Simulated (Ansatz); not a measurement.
One crystal and one scan (frozen-phonon scan) at two levels, PBE (plane waves to 420 eV, PAW, scalar-relativistic; Ansatz, a quantum-chemistry and plane-wave program) and r2SCAN (plane waves to 500 eV, PAW, scalar-relativistic; Ansatz), each from its own relaxed cell and on its own mesh. The cell shown is that of PBE.

Relaxed CaF2 (fluorite):

```xyz
6
Lattice="0.0000 5.5110 5.5110 2.7555 2.7555 5.5110 2.7555 2.7555 0.0000" Properties=species:S:1:pos:R:3 pbc="T T T"
Ca     0.0000     0.0000     0.0000
Ca     2.7555     5.5110     2.7555
F      1.3777     1.3777     1.3777
F      1.3777     4.1332     4.1332
F      4.1332     4.1332     4.1332
F      4.1332     6.8887     6.8887
```

The atoms are displaced by Q × the pattern below (from a DFPT mode at X = (0.5, 0.5, 0.0), largest move 1; Q in Å), at fixed cell. It is one choice among 2 degenerate patterns. (q is in reciprocal vectors of the primitive cell; the cell shown is doubled to hold the pattern.)

```tsv
atom	x	y	z
Ca1	0.146	0.000	0.000
Ca2	-0.146	0.000	0.000
F3	0.000	-1.000	0.000
F4	0.000	1.000	0.000
F5	0.000	-1.000	0.000
F6	0.000	1.000	0.000
```

CaF2 was relaxed with its symmetry unable to fall. Percentages come from the unrounded values.

Results of PBE:

* **Lattice constant a (Å)**: 5.511
* **Band gap of the relaxed cell, no spin-orbit coupling (eV)**: 7.14
* **Harmonic wavenumber from the curvature (finite differences) (cm⁻¹ (negative: imaginary))**: 315
* **Shape of the curve**: a single well with its minimum at or next to zero displacement

**Question.** Estimate the r2SCAN values.

**Answer.** 
```json
[
 {"quantity": "Lattice constant a (Å)", "r2SCAN": "5.439", "PBE − r2SCAN": "+0.072 (+1.3 %)"},
 {"quantity": "Band gap of the relaxed cell, no spin-orbit coupling (eV)", "r2SCAN": "8.03", "PBE − r2SCAN": "-0.89 (-11 %)"},
 {"quantity": "Harmonic wavenumber from the curvature (finite differences) (cm⁻¹ (negative: imaginary))", "r2SCAN": "339", "PBE − r2SCAN": "-24 (-7.0 %)"}
]
```

PBE gives the higher value for: lattice constant a. PBE gives the lower value for: band gap of the relaxed cell, no spin-orbit coupling; harmonic wavenumber from the curvature. Both give the same shape of the curve: a single well with its minimum at or next to zero displacement.

(A displaced cell: forces are minus the slopes of the energy, force constants its curvatures, and phonons follow from these.)
